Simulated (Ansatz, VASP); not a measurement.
## Na in VASP and in Ansatz

INCAR

```
SYSTEM = Na
  PREC = Accurate
  ENCUT = 520
  EDIFF = 1E-8
  ISMEAR = -1
  SIGMA = 0.03
  LREAL = .False.
  LASPH = .True.
  NELM = 80
  ALGO = Normal
  ISIF = 2
  LWAVE = .False.
  LCHARG = .False.
  GGA = PS
  LEFG = .True.
  NBANDS = 10
```

File KPOINTS:

```
regular mesh
0
Gamma
  11 11 11
  0 0 0
```

POSCAR

```
Na
1.0
   -2.1175000000      2.1175000000      2.1175000000
    2.1175000000     -2.1175000000      2.1175000000
    2.1175000000      2.1175000000     -2.1175000000
Na
1
Direct
    0.0000000000      0.0000000000      0.0000000000
```

Input for Ansatz:

```yaml
crystal:
  lattice:
    - [-2.1175, 2.1175, 2.1175]
    - [2.1175, -2.1175, 2.1175]
    - [2.1175, 2.1175, -2.1175]
  atoms:
    - { symbol: Na, position: [0.0, 0.0, 0.0] }
kpoints:
  mp_grid: { grid: [11, 11, 11] }
  band_path:
    path:
      - [0.0, 0.0, 0.0]
      - [0.5, -0.5, 0.5]
      - [0.0, 0.0, 0.5]
      - [0.0, 0.0, 0.0]
      - [0.25, 0.25, 0.25]
      - [0.5, -0.5, 0.5]
      - [0.25, 0.25, 0.25]
      - [0.0, 0.0, 0.5]
    npoints: 5
scf:
  occupations: { method: fermi_dirac, width: 0.03 }
hamiltonian:
  xc: pbesol
  pseudopotentials: { kind: paw }
output:
  forces: true
  stress: true
  eigenvalues: true
  efg: { contact_densities: true }
  write_density: true
  write_potential: true
  elf: true
  volumetric_format: npy
```

Alike in both runs: task electric field gradients; functional PBEsol; k mesh 11 × 11 × 11; occupations fermi-dirac, width 0.03 eV; no spin polarisation.

|  | VASP | Ansatz |
| --- | --- | --- |
| version | VASP 6.6.1 | Ansatz 0.2.0 |
| potentials or method | VASP PAW PBE potentials, release 64 (Na_pv) | PAW with Ansatz's default frozen-core files, scalar-relativistic |
| plane-wave cutoff (eV) | 520 | 420 |
| valence electrons in the cell | 7 | 9 |

```csv
,VASP,Ansatz,Ansatz less VASP
pressure (GPa),-0.3,-0.3,0.00
Vzz of the field gradient on the site that differs most (V/Å²),0.0,0.0,+0.01
```

With one functional, cell and mesh, what is left measures potentials, basis and numerics. The two sets of potentials don't hold the same shells in valence.

Caveats: the PAW data sets were made with another functional, which shifts forces and pressure a little (VASP).
